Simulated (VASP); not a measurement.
Si3H2C2, 28 atoms in the cell. The cell holds a slab with vacuum, 28 atoms: a = 6.122 Å, b = 6.122 Å, c = 18.034 Å, α = 90.00°, β = 90.00°, γ = 90.00°.  The cell isn't the ideal one: Si20 moved -0.420 Å and Si19 +0.600 Å along the normal, the rest relaxed.

```yaml
Program: VASP 6.6.1
Task: single point
Functional: LDA
Potentials_or_basis: VASP PAW LDA potentials, release 64 (Si, C, H)
Cutoff: 520 eV
k_mesh: 4 × 4 × 1
Occupations: gaussian, width 0.05 eV
Spin: no spin polarisation
Dipole_correction: yes
Further_INCAR_settings: LREAL = Auto; ALGO = Fast; EDIFF = 1e-07; NBANDS = 64
```

Potentials or basis: VASP PAW LDA potentials, release 64 (Si, C, H).

Run with:

```sh
$ cat potpaw_LDA.64/Si/POTCAR potpaw_LDA.64/C/POTCAR potpaw_LDA.64/H/POTCAR > POTCAR
$ mpirun -np 1 vasp_std > vasp.out
```

Hardware: 1 thread of Intel(R) Xeon(R) Platinum 8259CL CPU @ 2.50GHz (Skylake/Cascade Lake), with other jobs on the host.

Question: Estimate the wall time of this run.

Answer: It took 13 min on 1 thread of Intel(R) Xeon(R) Platinum 8259CL CPU @ 2.50GHz (Skylake/Cascade Lake) (shared host), peak memory 0.63 GiB. Counts: scf iterations 29, k points 9.
